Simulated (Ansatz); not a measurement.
**AlCu$_{3}$: course of a relaxation**

All numbers below come from DFT r2SCAN, scalar-relativistic, plane waves, PAW in Ansatz 0.2.0. (500 eV cutoff, 16×16×16 k-mesh, Gaussian smearing of 0.10 eV, no spin polarisation)

What was changed: biaxial strain in the a-b plane, c and atoms relaxed: -1.5 %.

Command:

```bash
ansatz run input.yaml --threads 1 --pin off --max-ram 2560MiB --backend cpu --events-out ev --progress --plain --runs-dir out
```

Input:

```yaml
crystal:
  lattice:
    - [0.0, 2.8473114437, 2.8473114437]
    - [2.8473114437, 0.0, 2.8473114437]
    - [2.893562188, 2.893562188, -0.0462507443]
  atoms:
    - { symbol: Al, position: [0.0, 0.0, 0.0] }
    - { symbol: Cu, position: [0.5, 0.5, 0.5] }
    - { symbol: Cu, position: [0.25, 0.25, 0.25] }
    - { symbol: Cu, position: [0.75, 0.75, 0.75] }
basis:
  ecutwfc: 500
kpoints:
  mp_grid: { grid: [16, 16, 16] }
hamiltonian:
  xc: r2scan
scf:
  occupations: { method: gaussian, width: 0.1 }
output:
  forces: true
  stress: true
  eigenvalues: true
relax:
  adjacent_minimum: "off"
  f_tol: 0.008
  max_steps: 40
  cell: { stress_tol: 0.015, fix: [a, b, gamma] }
```

F is the free energy. Steps run on the plane waves of an earlier cell, but the last one, and at times one on the way, on a freshly chosen basis, so a repeated geometry can differ a little in energy. The held parts of the cell keep their stress, so P needn't end at zero.

Steps:

| step | F − F(1) (eV) | largest force component (eV/Å) | V (Å³/atom) | P (GPa) |
| --- | --- | --- | --- | --- |
| 1 | 0.0000 | 0.001 | 11.823 | 3.51 |
| 2 | -0.0001 | 0.001 | 11.815 | 3.62 |
| 3 | -0.0001 | 0.000 | 11.807 | 3.72 |
| 4 | -0.0001 | 0.000 | 11.807 | 3.72 |

Relaxed structure:

```xyz
4
Lattice="0.0000 2.8473 2.8473 2.8473 0.0000 2.8473 2.8910 2.8910 -0.0437" Properties=species:S:1:pos:R:3 pbc="T T T"
Al    0.0000    0.0000    0.0000
Cu    2.8691    2.8691    2.8255
Cu    1.4347    1.4347    1.4126
Cu    4.3036    4.3036    4.2384
```

Symmetry: R-3m, No. 166, trigonal system. Conventional cell: a = 4.027 Å, b = 4.027 Å, c = 10.090 Å, α = 90.00°, β = 90.00°, γ = 120.00°. Around Al (site symmetry -3m) lie 8 Cu at 2.47 to 2.52 Å. Cu (site symmetry -3m) has 8 Cu at 2.47 to 2.52 Å as nearest neighbours. Cu (site symmetry 3m) is surrounded by 4 Cu at 2.47 to 2.52 Å and 4 Al at 2.47 to 2.52 Å.

The run converged. The run took 3 min on 1 thread of Intel(R) Xeon(R) 6975P-C (Granite Rapids), on a shared host, peak memory 1 GiB.